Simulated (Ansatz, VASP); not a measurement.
# Rh in VASP and in Ansatz

```
Rh
1.0
     0.00000    1.92184    1.92184
     1.92184    0.00000    1.92184
     1.92184    1.92184    0.00000
Rh
1
Direct
  0.00000 0.00000 0.00000
```

Alike in both runs: task single point; functional PBEsol; k mesh 18 × 18 × 18; occupations gaussian, width 0.1 eV; no spin polarisation.

```csv
,VASP,Ansatz
version,VASP 6.6.1,Ansatz 0.2.0
potentials or method,"VASP PAW PBE potentials, release 64 (Rh_pv)","scalar-relativistic, plane waves, PAW"
plane-wave cutoff (eV),520,420
valence electrons in the cell,15,17
```

```tsv
	VASP	Ansatz	Ansatz less VASP
gap on the k mesh at the Fermi level (eV)	none	none	-
pressure (GPa)	-13.1	-13.0	+0.08
```

A gap of «none» marks a metal or a gap that the smearing closes. The two sets of potentials don't hold the same shells in valence.

Caveats: the PAW data sets were made with another functional, which shifts forces and pressure a little (VASP).
